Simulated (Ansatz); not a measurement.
Values for one crystal, relaxed and computed with the program Ansatz at the LDA level (PAW); other levels are named.

- Volume per atom = 12.19 Å³
- Band gap = 1.83 eV (indirect)
- Electronic dielectric constant ε∞ (DFPT) = 6.72
- Young's modulus = 309 GPa
- Pressure derivative B′ = 4.5
- Valence-band maximum = at R
- Bulk modulus (Birch–Murnaghan fit) = 195 GPa

Task: Pick the material that matches.
(A) ZrO2, P4_2/nmc (Zr on 2a, O on 4d)
(B) La2O3, La2O3 or Ni2Al3 type
(C) CaO, rock salt
(D) BaTiO3, cubic perovskite

Result: D, BaTiO3, cubic perovskite

Space group Pm-3m (cubic perovskite). This is a known high-temperature phase of the composition, computed here at zero pressure and temperature. Symmetry was held in the LDA relaxation. At this level the phase is dynamically unstable (imaginary phonons). No spin polarisation was allowed. Spin–orbit coupling is left out wherever it is not named.

Potentials: the earlier of the program's two PAW sets. The files were generated under PBE; for other functionals the program regenerates the frozen cores, and for LDA and PBEsol the local potential too.
